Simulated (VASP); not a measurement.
# KBr: GW0, energies updated in G on PBE, by spin-orbit coupling

KBr, Pm-3m (no. 221), 2 atoms in the cell.

| Spin-orbit coupling | Quasiparticle gap on the mesh (eV) | Gap of the starting point on the mesh (eV) | Quasiparticle gap at the zone centre (eV) | Starting gap at the zone centre (eV) | Correction of the gap between the band edges on the mesh (eV) | Time (s) |
|---|---|---|---|---|---|---|
| no | 6.74 | 3.95 | 6.92 | 4.10 | 2.79 | 58 |
| yes | 6.72 | 3.92 | 6.76 | 3.94 | 2.79 | 225 |

Limits: the mesh is coarse: neither the gap nor the screening is converged.

## Input of the first row

INCAR.step1:
```
SYSTEM = KBr
  PREC = Accurate
  ENCUT = 300
  ISMEAR = 0
  SIGMA = 0.05
  LASPH = .True.
  LREAL = .False.
  GGA = PE
  ALGO = Normal
  EDIFF = 1E-8
  NELM = 150
  LWAVE = .True.
  LCHARG = .False.
  KPAR = 4
```

INCAR.step2, as INCAR.step1 but for:
```
- ALGO = Normal
- NELM = 150
+ ALGO = Exact
+ NELM = 1
+ ISTART = 1
+ NBANDS = 184
+ LOPTICS = .True.
```

INCAR.step3:
```
SYSTEM = KBr
  PREC = Accurate
  ENCUT = 300
  ISMEAR = 0
  SIGMA = 0.05
  LASPH = .True.
  LREAL = .False.
  GGA = PE
  ALGO = EVGW0
  NBANDS = 184
  NBANDSGW = 12
  ENCUTGW = 130
  NOMEGA = 48
  PRECFOCK = Fast
  ISTART = 1
  LWAVE = .False.
  LCHARG = .False.
  NELMGW = 3
  KPAR = 4
```

KPOINTS:
```
k-points
0
Gamma
  3 3 3
```

POSCAR:
```
KBr
1.0
    4.0434990000      0.0000000000      0.0000000000
    0.0000000000      4.0434990000      0.0000000000
    0.0000000000      0.0000000000      4.0434990000
Br K
1 1
Direct
    0.5000000000      0.5000000000      0.5000000000
    0.0000000000      0.0000000000      0.0000000000
```

Commands (each step's output is kept before the next begins):
```
cat potpaw_PBE.64/Br_GW/POTCAR potpaw_PBE.64/K_sv_GW/POTCAR > POTCAR
cp INCAR.step1 INCAR
mpirun -np 4 vasp_std > vasp.out
cp INCAR.step2 INCAR
mpirun -np 4 vasp_std > vasp.out
cp INCAR.step3 INCAR
mpirun -np 4 vasp_std > vasp.out
```

Changes of the last row against the first:
```
(step 1)
+ LSORBIT = True
+ GGA_COMPAT = False
+ MAGMOM = 0 0 0 0 0 0
(step 2)
- NBANDS = 184
+ LSORBIT = True
+ GGA_COMPAT = False
+ MAGMOM = 0 0 0 0 0 0
+ NBANDS = 372
(step 3)
- NBANDS = 184
- NBANDSGW = 12
+ LSORBIT = True
+ GGA_COMPAT = False
+ MAGMOM = 0 0 0 0 0 0
+ NBANDS = 372
+ NBANDSGW = 24
- vasp_std
+ vasp_ncl
```

VASP 6.6.1 took 58 s on 4 cores (Intel Xeon Platinum 8375C @ 2.90GHz (Ice Lake)), a shared host.
